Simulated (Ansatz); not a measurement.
Calculated quadrupolar parameters for TiO₂

The cell is a COD entry whose atoms were relaxed with PBE, the cell held.

```yaml
crystal:
  lattice:
    - [4.59220, 0.00000, 0.00000]
    - [0.00000, 4.59220, 0.00000]
    - [0.00000, 0.00000, 2.95740]
  atoms:
    - { symbol: Ti, position: [0.00000, 0.00000, 0.00000] }
    - { symbol: Ti, position: [0.50000, 0.50000, 0.50000] }
    - { symbol: O, position: [0.30422, 0.30422, 0.00000] }
    - { symbol: O, position: [0.19578, 0.80422, 0.50000] }
    - { symbol: O, position: [0.69578, 0.69578, 0.00000] }
    - { symbol: O, position: [0.80422, 0.19578, 0.50000] }
```

Sites (sets of like atoms) are named by element and the number of their first atom in this list.

Computed with Ansatz: DFT, PBE, plane waves and PAW, scalar-relativistic, 420 eV cutoff, Γ-centred 7×7×10 k-points, Fermi–Dirac smearing 0.02 eV.

V_zz is the principal component of the electric field gradient with the largest magnitude, η = (V_xx − V_yy)/V_zz and C_Q = eQV_zz/h.

⁴⁷Ti: I = 5/2, Q = 302.0 mb; 17O: I = 5/2, Q = -25.58 mb. Nuclear quadrupole moments: year-2017 set (Pyykkö).

Task: Give the quadrupolar parameters of the distinct sites.

Result: 

| site | atoms (order as listed) | first shell | V_xx, V_yy, V_zz (10²¹ V/m²) | η | C_Q (MHz) |
| --- | --- | --- | --- | --- | --- |
| Ti | 1, 2 | 6 O at 1.95–1.98 Å | 0.91, 1.08, -1.99 | 0.09 | -14.6 |
| O | 3, 4, 5, 6 | 3 Ti at 1.95–1.98 Å | -0.005, -2.39, 2.39 | 1.00 | -1.48 |

At this cell the PBE pressure is 5 GPa, so with PBE the cell would grow if it were relaxed. Where η is near 1 the sign of V_zz means little.
